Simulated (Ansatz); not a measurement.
HgTe:

```xyz
2
Lattice="0.0000 3.1800 3.1800 3.1800 0.0000 3.1800 3.1800 3.1800 0.0000" Properties=species:S:1:pos:R:3 pbc="T T T"
Hg    0.0000    0.0000    0.0000
Te    3.1800    3.1800    3.1800
```

Measurements of this composition are mostly on another form, of space group No. 216.

Base run:

| Property | Result |
| --- | --- |
| Program | Ansatz 0.2.0 |
| Functional | PBE |
| Potentials or basis | Ansatz PAW |
| Cutoff | 420 eV (not typed: the program's choice for these potentials) |
| k mesh | 7 × 7 × 7 |
| Occupations | fermi-dirac, width 0.05 eV |
| Spin | no spin polarisation |

Its results: band gap on the k mesh none (metal or under the smearing width); pressure -3.7 GPa.

Problem. The run is repeated on the same cell with these changes: functional from PBE to PBEsol. What comes out?

Solution. Band gap on the k mesh none (metal or under the smearing width); pressure -6.5 GPa.

PBEsol binds more tightly than PBE, so the same cell stands under less pressure.

Caveats: spin-orbit coupling is left out, which moves the levels of the heavy elements; the PAW data sets come from PBE, with cores solved anew for the run's functional, which leaves a small shift of forces and pressure (some runs).
